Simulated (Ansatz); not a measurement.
The following input was run with Ansatz 0.2.0.

```yaml
crystal:
  lattice:
    - [5.5233709246, 0.0, 0.0]
    - [-2.7616854623, 4.7833795352, 0.0]
    - [0.0, 0.0, 4.4228085759]
  atoms:
    - { symbol: Mn, position: [0.8394106485, 0.678821297, 0.25], spin: 3.24 }
    - { symbol: Mn, position: [0.1605893515, 0.8394106485, 0.75], spin: 3.24 }
    - { symbol: Mn, position: [0.321178703, 0.1605893515, 0.25], spin: 3.24 }
    - { symbol: Mn, position: [0.1605893515, 0.321178703, 0.75], spin: 3.24 }
    - { symbol: Mn, position: [0.8394106485, 0.1605893515, 0.25], spin: 3.24 }
    - { symbol: Mn, position: [0.678821297, 0.8394106485, 0.75], spin: 3.24 }
    - { symbol: Sn, position: [0.3333333333, 0.6666666667, 0.25], spin: -0.14 }
    - { symbol: Sn, position: [0.6666666667, 0.3333333333, 0.75], spin: -0.14 }
basis:
  ecutwfc: 420
kpoints:
  mp_grid: { grid: [6, 6, 8] }
hamiltonian:
  xc: pbe
scf:
  occupations: { method: gaussian, width: 0.1 }
output:
  forces: true
  stress: true
  eigenvalues: true
  populations: true
magnetization:
  spin_polarized: true
relax:
  adjacent_minimum: "off"
  f_tol: 0.01
  max_steps: 30
  cell: { stress_tol: 0.1, fix: [volume] }
```

Run as
```bash
ansatz run input.yaml --threads 2 --pin off --max-ram 5120MiB --backend cpu --events-out ev --progress --plain --runs-dir out
```

Method: Ansatz 0.2.0, DFT PBE, scalar-relativistic, plane waves, PAW.

From the run's log, abridged (iterations and final results):

```
SCF iter   1: F=—  HF=-35435.213283 eV  |F-HF|=—  |Δ(HF+E_count)|=         —  Δρ=2.88e-2 (↑2.88e-2 ↓2.31e-2) dr2=2.83e0  dr2_m=2.42e-1  M=17.400 μB ∫|m|=18.026 μB  β_m=0.30  ethr=2.39e-3  ⟨swp⟩=1.9  Hψ=27115  notcnv=0
Mixer restart at iter 1: flushing history
spin=Collinear: Kerker preconditioning applied to the charge; magnetization (m = ρ↑ − ρ↓) channel mixes plain (no charge-response kernel on spin).
SCF iter   2: F=—  HF=-35436.133224 eV  |F-HF|=—  |Δ(HF+E_count)|=   9.20e-1  Δρ=1.62e-2 (↑1.36e-2 ↓1.62e-2) dr2=1.59e0  dr2_m=8.49e-2  M=17.568 μB ∫|m|=18.248 μB  β_m=0.43  ethr=2.39e-3  ⟨swp⟩=2.0  Hψ=7393  notcnv=0
SCF iter   3: F=—  HF=-35438.453866 eV  |F-HF|=—  |Δ(HF+E_count)|=    2.32e0  Δρ=1.17e-2 (↑1.09e-2 ↓1.17e-2) dr2=1.11e0  dr2_m=2.46e-2  M=17.495 μB ∫|m|=18.250 μB  β_m=0.71  ethr=1.35e-3  ⟨swp⟩=2.2  Hψ=7561  notcnv=0  defer=263
SCF iter   4: F=—  HF=-35439.678199 eV  |F-HF|=—  |Δ(HF+E_count)|=    1.22e0  Δρ=5.99e-3 (↑5.39e-3 ↓5.99e-3) dr2=3.32e-1  dr2_m=4.56e-3  M=17.199 μB ∫|m|=18.021 μB  β_m=0.77  ethr=9.42e-4  ⟨swp⟩=2.3  Hψ=8226  notcnv=0  defer=646
SCF iter   5: F=—  HF=-35439.801488 eV  |F-HF|=—  |Δ(HF+E_count)|=   1.23e-1  Δρ=8.82e-3 (↑8.82e-3 ↓1.97e-3) dr2=8.05e-2  dr2_m=1.66e-2  M=16.781 μB ∫|m|=17.627 μB  β_m=0.88  ethr=2.81e-4  ⟨swp⟩=2.8  Hψ=9057  notcnv=0  defer=644
SCF iter   6: F=—  HF=-35440.550619 eV  |F-HF|=—  |Δ(HF+E_count)|=         —  Δρ=6.07e-2 (↑6.07e-2 ↓4.49e-2) dr2=2.53e-1  dr2_m=2.97e0  M=13.161 μB ∫|m|=13.975 μB  β_m=1.00  ethr=6.82e-5  ⟨swp⟩=2.0  Hψ=7187  notcnv=0  defer=638
Mixer restart at iter 6: flushing history
SCF iter   7: F=—  HF=-35439.988136 eV  |F-HF|=—  |Δ(HF+E_count)|=   5.62e-1  Δρ=1.94e-2 (↑1.94e-2 ↓3.71e-3) dr2=2.78e-1  dr2_m=1.04e-1  M=13.804 μB ∫|m|=14.569 μB  β_m=0.88  ethr=4.24e-5  ⟨swp⟩=2.9  Hψ=12095  notcnv=0  defer=638
SCF iter   8: F=—  HF=-35440.062287 eV  |F-HF|=—  |Δ(HF+E_count)|=   7.42e-2  Δρ=2.81e-2 (↑2.81e-2 ↓6.60e-3) dr2=4.41e-1  dr2_m=2.90e-1  M=12.730 μB ∫|m|=13.448 μB  β_m=0.63  ethr=4.24e-5  ⟨swp⟩=3.0  Hψ=13108  notcnv=0  defer=670
SCF iter   9: F=—  HF=-35439.896842 eV  |F-HF|=—  |Δ(HF+E_count)|=   1.65e-1  Δρ=1.14e-2 (↑1.14e-2 ↓3.60e-3) dr2=5.70e-2  dr2_m=5.67e-2  M=13.027 μB ∫|m|=13.753 μB  β_m=0.24  ethr=4.24e-5  ⟨swp⟩=2.1  Hψ=10568  notcnv=0  defer=670
SCF iter  10: F=—  HF=-35439.870114 eV  |F-HF|=—  |Δ(HF+E_count)|=   2.67e-2  Δρ=3.05e-3 (↑3.05e-3 ↓1.66e-3) dr2=3.74e-3  dr2_m=5.44e-3  M=13.159 μB ∫|m|=13.892 μB  β_m=0.53  ethr=4.24e-5  ⟨swp⟩=2.4  Hψ=9249  notcnv=0  defer=670
SCF iter  11: F=—  HF=-35439.870235 eV  |F-HF|=—  |Δ(HF+E_count)|=   1.20e-4  Δρ=2.89e-3 (↑2.89e-3 ↓2.46e-3) dr2=3.66e-4  dr2_m=7.48e-3  M=13.009 μB ∫|m|=13.719 μB  β_m=0.45  ethr=3.17e-6  ⟨swp⟩=2.2  Hψ=10552  notcnv=0  defer=670
SCF iter  12: F=—  HF=-35439.869719 eV  |F-HF|=—  |Δ(HF+E_count)|=   5.16e-4  Δρ=1.02e-3 (↑1.02e-3 ↓8.31e-4) dr2=5.31e-5  dr2_m=8.94e-4  M=13.062 μB ∫|m|=13.779 μB  β_m=0.73  ethr=3.10e-7  ⟨swp⟩=2.0  Hψ=10200  notcnv=0  defer=670
SCF iter  13: F=—  HF=-35439.869664 eV  |F-HF|=—  |Δ(HF+E_count)|=   5.48e-5  Δρ=3.46e-4 (↑3.46e-4 ↓3.40e-4) dr2=4.56e-6  dr2_m=1.23e-4  M=13.075 μB ∫|m|=13.794 μB  β_m=0.86  ethr=4.50e-8  ⟨swp⟩=2.4  Hψ=10339  notcnv=0  defer=670
SCF iter  14: F=—  HF=-35439.869662 eV  |F-HF|=—  |Δ(HF+E_count)|=   2.70e-6  Δρ=4.48e-5 (↑2.18e-5 ↓4.48e-5) dr2=1.26e-6  dr2_m=9.65e-7  M=13.085 μB ∫|m|=13.804 μB  β_m=0.93  ethr=3.86e-9  ⟨swp⟩=2.0  Hψ=10004  notcnv=0  defer=670
SCF iter  15: F=—  HF=-35439.869662 eV  |F-HF|=—  |Δ(HF+E_count)|=   6.55e-7  Δρ=7.81e-6 (↑3.90e-6 ↓7.81e-6) dr2=4.86e-8  dr2_m=3.22e-8  M=13.086 μB ∫|m|=13.806 μB  β_m=0.97  ethr=1.07e-9  ⟨swp⟩=2.3  Hψ=8887  notcnv=0  defer=670
SCF iter  16: F=-35439.869662 eV  HF=-35439.869662 eV  |F-HF|=1.92e-8  |Δ(HF+E_count)|=   1.41e-9  Δρ=2.84e-6 (↑2.84e-6 ↓2.16e-6) dr2=2.18e-8  dr2_m=4.29e-10  M=13.087 μB ∫|m|=13.807 μB  ethr=4.12e-11  ⟨swp⟩=8.6  Hψ=27838  notcnv=0
SCF 1 converged in 16 iterations: F = -35439.869662 eV  dr2 = 2.18e-8
relax step   1: F+E_penalty+E_count = -35439.86966224 eV  Δ(F+E_penalty+E_count) = +0.000e0 eV  max|allowed force component| = 7.262e-1 eV/Å  Δτ_max = 0.0000 Å  P = -5.891 GPa  Ω = 116.852 Å³  fix = [volume]  reactions: volume -5.891 GPa (16 SCF iters, dr2 threshold 1.00e-7 eV, accepted)
Basis set: ecut = 420 eV, 2283 PW (Γ), exchange–correlation on 80×80×60 points (8 copies of the dense FFT grid, shifted against one another)
Initial density: handed on by an earlier stage of this run
Starting moments: Σ|m| = 19.72 μB on 8 of 8 sites; this step starts from the density that it was given
Initial wavefunctions: those handed on with the density
SCF iter   1: F=—  HF=-35440.057739 eV  |F-HF|=—  |Δ(HF+E_count)|=         —  Δρ=1.99e-2 (↑1.99e-2 ↓1.71e-2) dr2=2.62e-1  dr2_m=3.47e-1  M=12.058 μB ∫|m|=12.784 μB  β_m=0.30  ethr=2.20e-4  ⟨swp⟩=2.0  Hψ=22234  notcnv=0
spin=Collinear: Kerker preconditioning applied to the charge; magnetization (m = ρ↑ − ρ↓) channel mixes plain (no charge-response kernel on spin).
SCF iter   2: F=—  HF=-35440.061310 eV  |F-HF|=—  |Δ(HF+E_count)|=   3.57e-3  Δρ=1.35e-2 (↑1.35e-2 ↓1.28e-2) dr2=1.73e-1  dr2_m=1.74e-1  M=12.050 μB ∫|m|=12.772 μB  β_m=0.65  ethr=2.20e-4  ⟨swp⟩=1.5  Hψ=6443  notcnv=0
SCF iter   3: F=—  HF=-35440.062395 eV  |F-HF|=—  |Δ(HF+E_count)|=   1.09e-3  Δρ=3.38e-3 (↑3.38e-3 ↓2.53e-3) dr2=1.90e-2  dr2_m=8.07e-3  M=11.856 μB ∫|m|=12.563 μB  β_m=0.64  ethr=1.47e-4  ⟨swp⟩=2.0  Hψ=8926  notcnv=0
SCF iter   4: F=—  HF=-35440.056437 eV  |F-HF|=—  |Δ(HF+E_count)|=   5.96e-3  Δρ=9.85e-4 (↑9.85e-4 ↓9.65e-4) dr2=3.80e-3  dr2_m=6.45e-4  M=11.841 μB ∫|m|=12.545 μB  β_m=0.79  ethr=1.61e-5  ⟨swp⟩=2.0  Hψ=8003  notcnv=0
SCF iter   5: F=—  HF=-35440.055896 eV  |F-HF|=—  |Δ(HF+E_count)|=   5.41e-4  Δρ=2.55e-4 (↑2.55e-4 ↓2.40e-4) dr2=1.33e-4  dr2_m=6.45e-6  M=11.808 μB ∫|m|=12.510 μB  β_m=0.86  ethr=3.22e-6  ⟨swp⟩=2.0  Hψ=7445  notcnv=0  defer=1
SCF iter   6: F=—  HF=-35440.056017 eV  |F-HF|=—  |Δ(HF+E_count)|=   1.21e-4  Δρ=1.25e-4 (↑7.62e-5 ↓1.25e-4) dr2=2.64e-5  dr2_m=1.75e-6  M=11.817 μB ∫|m|=12.518 μB  β_m=0.93  ethr=1.13e-7  ⟨swp⟩=2.2  Hψ=8826  notcnv=0  defer=1
SCF iter   7: F=—  HF=-35440.056089 eV  |F-HF|=—  |Δ(HF+E_count)|=   7.19e-5  Δρ=5.22e-5 (↑2.26e-5 ↓5.22e-5) dr2=6.40e-6  dr2_m=4.59e-7  M=11.823 μB ∫|m|=12.525 μB  β_m=0.97  ethr=2.23e-8  ⟨swp⟩=2.3  Hψ=9401  notcnv=0  defer=1
SCF iter   8: F=—  HF=-35440.056097 eV  |F-HF|=—  |Δ(HF+E_count)|=   7.99e-6  Δρ=2.42e-5 (↑2.42e-5 ↓1.57e-5) dr2=2.68e-7  dr2_m=3.60e-7  M=11.827 μB ∫|m|=12.528 μB  β_m=0.98  ethr=5.43e-9  ⟨swp⟩=2.3  Hψ=9962  notcnv=0  defer=1
SCF iter   9: F=-35440.056097 eV  HF=-35440.056097 eV  |F-HF|=7.28e-8  |Δ(HF+E_count)|=   1.13e-7  Δρ=3.68e-6 (↑3.60e-6 ↓3.68e-6) dr2=8.01e-8  dr2_m=2.69e-10  M=11.828 μB ∫|m|=12.529 μB  β_m=0.99  ethr=2.27e-10  ⟨swp⟩=4.9  Hψ=21684  notcnv=0
SCF iter  10: F=-35440.056097 eV  HF=-35440.056097 eV  |F-HF|=2.94e-8  |Δ(HF+E_count)|=   9.66e-9  Δρ=3.07e-6 (↑3.07e-6 ↓2.25e-6) dr2=3.48e-8  dr2_m=2.23e-10  M=11.828 μB ∫|m|=12.529 μB  β_m=0.98  ethr=6.79e-11  ⟨swp⟩=1.1  Hψ=11917  notcnv=0
   ...
SCF 4 converged in 9 iterations: F = -35440.136951 eV  dr2 = 4.73e-8
relax step   4: F+E_penalty+E_count = -35440.13695065 eV  Δ(F+E_penalty+E_count) = -2.581e-2 eV  max|allowed force component| = 3.261e-2 eV/Å  Δτ_max = 0.0284 Å  P = -6.737 GPa  Ω = 116.852 Å³  energy of the carried Pulay correction = -2.787e-17 eV  fix = [volume]  reactions: volume -6.737 GPa (9 SCF iters, dr2 threshold 8.00e-7 eV, accepted)
SCF iter   1: F=—  HF=-35440.136685 eV  |F-HF|=—  |Δ(HF+E_count)|=         —  Δρ=1.79e-3 (↑1.79e-3 ↓1.53e-3) dr2=1.64e-3  dr2_m=2.76e-3  M=10.873 μB ∫|m|=11.539 μB  β_m=0.65  ethr=1.45e-6  ⟨swp⟩=2.0  Hψ=23069  notcnv=0
spin=Collinear: Kerker preconditioning applied to the charge; magnetization (m = ρ↑ − ρ↓) channel mixes plain (no charge-response kernel on spin).
SCF iter   2: F=—  HF=-35440.137274 eV  |F-HF|=—  |Δ(HF+E_count)|=   5.89e-4  Δρ=6.54e-4 (↑5.07e-4 ↓6.54e-4) dr2=4.56e-4  dr2_m=3.12e-4  M=10.868 μB ∫|m|=11.534 μB  β_m=0.61  ethr=1.39e-6  ⟨swp⟩=2.1  Hψ=7536  notcnv=0
SCF iter   3: F=—  HF=-35440.137500 eV  |F-HF|=—  |Δ(HF+E_count)|=   2.26e-4  Δρ=3.40e-4 (↑3.40e-4 ↓2.02e-4) dr2=6.95e-5  dr2_m=7.07e-5  M=10.880 μB ∫|m|=11.547 μB  β_m=0.57  ethr=3.86e-7  ⟨swp⟩=2.8  Hψ=10255  notcnv=0
SCF iter   4: F=—  HF=-35440.137484 eV  |F-HF|=—  |Δ(HF+E_count)|=   1.57e-5  Δρ=9.63e-5 (↑6.43e-5 ↓9.63e-5) dr2=2.20e-5  dr2_m=4.42e-6  M=10.879 μB ∫|m|=11.546 μB  β_m=0.79  ethr=5.89e-8  ⟨swp⟩=2.3  Hψ=8385  notcnv=0
SCF iter   5: F=—  HF=-35440.137492 eV  |F-HF|=—  |Δ(HF+E_count)|=   8.50e-6  Δρ=3.76e-5 (↑3.76e-5 ↓1.39e-5) dr2=8.53e-7  dr2_m=4.31e-7  M=10.883 μB ∫|m|=11.550 μB  β_m=0.86  ethr=1.87e-8  ⟨swp⟩=2.0  Hψ=7477  notcnv=0
SCF iter   6: F=—  HF=-35440.137492 eV  |F-HF|=—  |Δ(HF+E_count)|=   1.74e-8  Δρ=1.72e-5 (↑1.72e-5 ↓3.75e-6) dr2=2.44e-7  dr2_m=7.55e-8  M=10.883 μB ∫|m|=11.550 μB  β_m=0.93  ethr=7.23e-10  ⟨swp⟩=2.0  Hψ=7711  notcnv=0
SCF iter   7: F=—  HF=-35440.137492 eV  |F-HF|=—  |Δ(HF+E_count)|=   7.13e-8  Δρ=5.28e-6 (↑5.28e-6 ↓1.09e-6) dr2=2.45e-8  dr2_m=8.97e-9  M=10.883 μB ∫|m|=11.550 μB  β_m=0.97  ethr=2.07e-10  ⟨swp⟩=2.6  Hψ=9293  notcnv=0
SCF iter   8: F=-35440.137492 eV  HF=-35440.137492 eV  |F-HF|=1.76e-8  |Δ(HF+E_count)|=   7.05e-9  Δρ=2.52e-6 (↑2.52e-6 ↓1.29e-6) dr2=1.87e-8  dr2_m=4.70e-10  M=10.883 μB ∫|m|=11.550 μB  ethr=2.08e-11  ⟨swp⟩=2.0  Hψ=17090  notcnv=0
SCF 5 converged in 8 iterations: F = -35440.137492 eV  dr2 = 1.87e-8
relax step   5: F+E_penalty+E_count = -35440.13749230 eV  Δ(F+E_penalty+E_count) = -5.417e-4 eV  max|allowed force component| = 4.990e-3 eV/Å  Δτ_max = 0.0046 Å  P = -6.837 GPa  Ω = 116.852 Å³  energy of the carried Pulay correction = -9.289e-18 eV  fix = [volume]  reactions: volume -6.837 GPa (8 SCF iters, dr2 threshold 7.76e-8 eV, accepted)
SCF iter   1: F=—  HF=-35440.137560 eV  |F-HF|=—  |Δ(HF+E_count)|=         —  Δρ=1.69e-4 (↑1.46e-4 ↓1.69e-4) dr2=1.86e-5  dr2_m=2.35e-5  M=10.890 μB ∫|m|=11.556 μB  β_m=0.65  ethr=1.22e-8  ⟨swp⟩=3.0  Hψ=24484  notcnv=0
spin=Collinear: Kerker preconditioning applied to the charge; magnetization (m = ρ↑ − ρ↓) channel mixes plain (no charge-response kernel on spin).
SCF iter   2: F=—  HF=-35440.137566 eV  |F-HF|=—  |Δ(HF+E_count)|=   5.77e-6  Δρ=7.90e-5 (↑5.05e-5 ↓7.90e-5) dr2=4.86e-6  dr2_m=3.74e-6  M=10.889 μB ∫|m|=11.556 μB  β_m=0.65  ethr=1.22e-8  ⟨swp⟩=2.0  Hψ=7099  notcnv=0
SCF iter   3: F=—  HF=-35440.137567 eV  |F-HF|=—  |Δ(HF+E_count)|=   1.18e-6  Δρ=1.77e-5 (↑1.77e-5 ↓1.22e-5) dr2=2.50e-7  dr2_m=1.62e-7  M=10.890 μB ∫|m|=11.557 μB  β_m=0.63  ethr=4.12e-9  ⟨swp⟩=2.1  Hψ=8521  notcnv=0
SCF iter   4: F=-35440.137567 eV  HF=-35440.137567 eV  |F-HF|=7.52e-9  |Δ(HF+E_count)|=   5.86e-8  Δρ=6.12e-6 (↑5.15e-6 ↓6.12e-6) dr2=4.71e-8  dr2_m=1.43e-8  M=10.890 μB ∫|m|=11.557 μB  ethr=5.54e-11  ⟨swp⟩=3.4  Hψ=23626  notcnv=0
SCF 6 converged in 4 iterations: F = -35440.137567 eV  dr2 = 4.71e-8
relax step   6: F+E_penalty+E_count = -35440.13756708 eV  Δ(F+E_penalty+E_count) = -7.478e-5 eV  max|allowed force component| = 8.975e-4 eV/Å  Δτ_max = 0.0002 Å  P = -6.830 GPa  Ω = 116.852 Å³  energy of the carried Pulay correction = +3.716e-17 eV  fix = [volume]  reactions: volume -6.830 GPa (4 SCF iters, dr2 threshold 6.54e-8 eV, accepted)
Initial wavefunctions: pseudopotential atomic-orbital guess (no wavefunctions were taken with the density)
SCF iter   1: F=—  HF=-35440.137621 eV  |F-HF|=—  |Δ(HF+E_count)|=         —  Δρ=1.05e-5 (↑7.30e-6 ↓1.05e-5) dr2=5.61e-8  dr2_m=3.66e-8  M=10.890 μB ∫|m|=11.557 μB  β_m=0.65  ethr=2.67e-8  ⟨swp⟩=3.8  Hψ=38249  notcnv=0
spin=Collinear: Kerker preconditioning applied to the charge; magnetization (m = ρ↑ − ρ↓) channel mixes plain (no charge-response kernel on spin).
SCF iter   2: F=—  HF=-35440.137620 eV  |F-HF|=—  |Δ(HF+E_count)|=   1.18e-6  Δρ=4.14e-6 (↑3.92e-6 ↓4.14e-6) dr2=1.15e-8  dr2_m=8.95e-9  M=10.890 μB ∫|m|=11.557 μB  β_m=0.62  ethr=4.76e-11  ⟨swp⟩=2.1  Hψ=9978  notcnv=0
SCF iter   3: F=—  HF=-35440.137620 eV  |F-HF|=—  |Δ(HF+E_count)|=   7.86e-8  Δρ=1.61e-6 (↑1.43e-6 ↓1.61e-6) dr2=2.80e-9  dr2_m=1.19e-9  M=10.890 μB ∫|m|=11.557 μB  β_m=0.64  ethr=9.76e-12  ⟨swp⟩=2.0  Hψ=8461  notcnv=0
SCF iter   4: F=—  HF=-35440.137620 eV  |F-HF|=—  |Δ(HF+E_count)|=   6.23e-9  Δρ=4.84e-7 (↑4.42e-7 ↓4.84e-7) dr2=2.00e-10  dr2_m=1.66e-10  M=10.890 μB ∫|m|=11.557 μB  β_m=0.82  ethr=2.37e-12  ⟨swp⟩=2.0  Hψ=8978  notcnv=0
SCF iter   5: F=-35440.137620 eV  HF=-35440.137620 eV  |F-HF|=2.91e-11  |Δ(HF+E_count)|=  5.38e-10  Δρ=1.53e-7 (↑1.53e-7 ↓8.01e-8) dr2=2.75e-11  dr2_m=5.28e-12  M=10.890 μB ∫|m|=11.557 μB  ethr=1.00e-12  ⟨swp⟩=3.7  Hψ=20379  notcnv=0
SCF 7 converged in 5 iterations: F = -35440.137620 eV  dr2 = 2.75e-11
WARN: an SCF from ferrimagnetic starting moments (-3.24, 3.24, -3.24, 3.24, -3.24, 3.24, -0.14, -0.14 Bohr magnetons, atom by atom) was not made, by what the run has read of turns of its moments that order reads lower: the deck asks for what bars it, or types moments that do (magnetization.spin_polarized, in the input reference, names some of the keys), or the run goes by scf.lower_state_search: light, the default, which as a rule tries one only behind a close that has lost an order of both signs, or on which an open d or half-filled 4f shell of a PAW file has lost a moment that was set nearer to Hund's than to what is left; or, under a Hubbard U, one that names an f shell that the input lea ...
SCF converged after 5 iterations
Magnetization: 10.8900 μB (64.4450 up, 53.5550 down)
Absolute magnetization: 11.5629 μB (∫|ρ↑−ρ↓|, with the PAW one-centre terms)
Spin contamination: 0.1930 ħ² per cell (⟨S²⟩ above its minimum at these occupations)
Per-site moments (μB) at R_I (Å): [(1.79007875, 1.02325707), (1.79007875, 1.02325707), (1.79007875, 1.02325707), (1.79007875, 1.02325707), (1.79007875, 1.02325707), (1.79007875, 1.02325707), (-0.08181343, 1.14725624), (-0.08181343, 1.14725624)]
Free energy (F): -35440.137620 eV
Harris-Foulkes:  -35440.137620 eV  (|F-HF|=2.91e-11)
Internal energy: -35440.099102 eV  (E = F + TS)
E sigma→0 (E₀):  -35440.118361 eV
Entropy (-TS):   -0.038519 eV (-4.815 meV/atom)
Fermi energy:    16.220260 eV
--- Per-component energies (eV) ---
  E_band       = -1284.311451
  E_kinetic    = 2214.203035
  E_local      = -12562.000273  (includes V_loc(G=0)·N_el)
  E_nonlocal   = 1389.794398
  E_hartree    = 5631.686350
  E_xc         = -1447.912524
  E_vxc        = -1067.217356  (∫ρ·V_xc dr)
  E_paw        = -16084.236337  (= ΣΔE_a)
  E_vpaw       = -2522.464603  (= ΣTr[D̂ρ^β])
  E_aug_tail   = -0.000058  (compensation charges beyond the density's cutoff)
  E_ewald      = -14581.633693
  E_smearing   = -0.038519  (= −TS)
--- Forces (eV/Å), atoms counted from 1 ---
  atom   1  Mn     0.00000000    -0.00089453     0.00000000
  atom   2  Mn     0.00077468    -0.00044726     0.00000000
  atom   3  Mn     0.00077468     0.00044726     0.00000000
  atom   4  Mn     0.00000000     0.00089453     0.00000000
  atom   5  Mn    -0.00077468     0.00044726     0.00000000
  atom   6  Mn    -0.00077468    -0.00044726     0.00000000
  atom   7  Sn     0.00000000     0.00000000     0.00000000
  atom   8  Sn     0.00000000     0.00000000     0.00000000
--- Stress (GPa, compression-positive) ---
       -6.830759       0.000000       0.000000
        0.000000      -6.830759       0.000000
        0.000000       0.000000      -6.850407
  P = ⅓ Tr σ = -6.8373 GPa (-68.373 kbar)
--- Band table (eV; the first three rows and the last of 70) ---
  k-point 0 ↑: bands = ["-63.5587", "-63.5062", "-63.5062", "-63.5061", "-63.4803", "-63.4803", "-32.4453", "-32.4013", "-32.3945", "-32.3945", "-32.3798", "-32.3685", "-32.3685", "-32.2950", "-32.2881", "-32.2881", "-32.2051", "-32.1443", "-32.1443", "-32.1374", "-32.1374", "-32.1359", "-32.1359", "-32.0895", "-4.8182", "-4.8154", "-4.8154", "-4.8076", "-4.8076", "-4.8062", "-4.8062", "-4.7942", "-4.7681", "-4.7681", "5.8443", "8.9230", "12.1509", "12.4440", "12.4440", "12.5407", "12.5630", "12.5630", "13.0949", "13.3530", "13.3530", "13.9049", "13.9049", "14.0556", "14.1965", "14.3926", "14.6600", "14.6990", "14.6990", "14.8656", "14.8656", "15.4079", "15.4079", "15.5928", "15.5928", "15.6 ...
  k-point 1 ↑: bands = ["-63.5567", "-63.5081", "-63.5052", "-63.5052", "-63.4813", "-63.4813", "-32.4443", "-32.4089", "-32.4034", "-32.4034", "-32.3746", "-32.3746", "-32.3630", "-32.2916", "-32.2721", "-32.2721", "-32.2086", "-32.1454", "-32.1454", "-32.1378", "-32.1378", "-32.1351", "-32.1351", "-32.1001", "-4.8165", "-4.8165", "-4.8158", "-4.8158", "-4.8154", "-4.7973", "-4.7973", "-4.7932", "-4.7685", "-4.7685", "5.9642", "8.8583", "12.2584", "12.3390", "12.4732", "12.4732", "12.6444", "12.6444", "12.7896", "13.4000", "13.4000", "13.8836", "13.8836", "13.8979", "14.3099", "14.6345", "14.7324", "14.7802", "14.7802", "14.7930", "14.7930", "15.3770", "15.3770", "15.4389", "15.4389", "15.7 ...
  k-point 2 ↑: bands = ["-63.5510", "-63.5138", "-63.5024", "-63.5024", "-63.4841", "-63.4841", "-32.4413", "-32.4178", "-32.4176", "-32.4176", "-32.3897", "-32.3897", "-32.3277", "-32.2819", "-32.2380", "-32.2380", "-32.2184", "-32.1470", "-32.1470", "-32.1391", "-32.1391", "-32.1368", "-32.1368", "-32.1300", "-4.8224", "-4.8224", "-4.8194", "-4.8194", "-4.8082", "-4.7912", "-4.7885", "-4.7885", "-4.7699", "-4.7699", "6.3146", "8.6318", "11.9378", "12.0199", "12.5666", "12.5666", "12.7003", "12.8479", "12.8479", "13.5340", "13.5340", "13.8286", "13.8286", "13.8573", "14.2593", "14.6089", "14.6089", "14.8577", "14.8577", "14.9442", "15.2690", "15.3114", "15.3114", "15.3647", "15.3647", "15.6 ...
  k-point 34 ↓: bands = ["-61.5164", "-61.5164", "-61.4797", "-61.4797", "-61.4772", "-61.4772", "-30.4473", "-30.4473", "-30.4413", "-30.4413", "-30.4374", "-30.4374", "-30.2883", "-30.2883", "-30.2510", "-30.2510", "-30.2231", "-30.2231", "-30.2222", "-30.2222", "-30.1721", "-30.1721", "-30.1552", "-30.1552", "-4.8354", "-4.8354", "-4.8237", "-4.8237", "-4.8198", "-4.8198", "-4.8078", "-4.8078", "-4.8070", "-4.8070", "8.3648", "8.3648", "11.0748", "11.0748", "11.9938", "11.9938", "13.8673", "13.8673", "14.5112", "14.5112", "14.7003", "14.7003", "15.1028", "15.1028", "15.4177", "15.4177", "15.5644", "15.5644", "16.2933", "16.2933", "16.3066", "16.3066", "17.3835", "17.3835", "17.8358", "17. ...
--- Relaxed structure (6 steps of the walk, 6 accepted, 1 SCFs on fresh bases) ---
  F+E_penalty+E_count = -35440.13762033 eV   max|allowed force component| = 8.945e-4 eV/Å   (the final SCF, on the basis selected at the relaxed cell)
  cell:  # Å, volume = 116.8523 Å³
    - [5.55198835, 0.0, 0.0]
    - [-2.77599417, 4.80816295, 0.0]
    - [0.0, 0.0, 4.37733181]
  atoms:
    - { symbol: Mn, position: [0.85106697, 0.70213395, 0.25] }
    - { symbol: Mn, position: [0.14893302, 0.85106697, 0.75] }
    - { symbol: Mn, position: [0.29786604, 0.14893302, 0.25] }
    - { symbol: Mn, position: [0.14893302, 0.29786604, 0.75] }
    - { symbol: Mn, position: [0.85106697, 0.14893302, 0.25] }
    - { symbol: Mn, position: [0.70213395, 0.85106697, 0.75] }
    - { symbol: Sn, position: [0.33333333, 0.66666666, 0.25] }
    - { symbol: Sn, position: [0.66666666, 0.33333333, 0.75] }
--- Löwdin populations: 8 sites ---
  site symbol q [e]    m [muB]
     0     Mn     14.6470     1.9093
     1     Mn     14.6470     1.9093
     2     Mn     14.6470     1.9093
     3     Mn     14.6470     1.9093
     4     Mn     14.6470     1.9093
     5     Mn     14.6470     1.9093
     6     Sn     14.5771    -0.2519
     7     Sn     14.5771    -0.2519
  spilling = 0.008170 (of n_electrons = 118.000000)
```

The relaxation met its thresholds.

It took 3.2 min on 2 threads of Intel(R) Xeon(R) Platinum 8488C (Sapphire Rapids), on a shared host, peak memory 0.89 GiB.

The state reached may not be the lowest one. The program reads another magnetic order as possibly lower. Only parallel moments were tried here.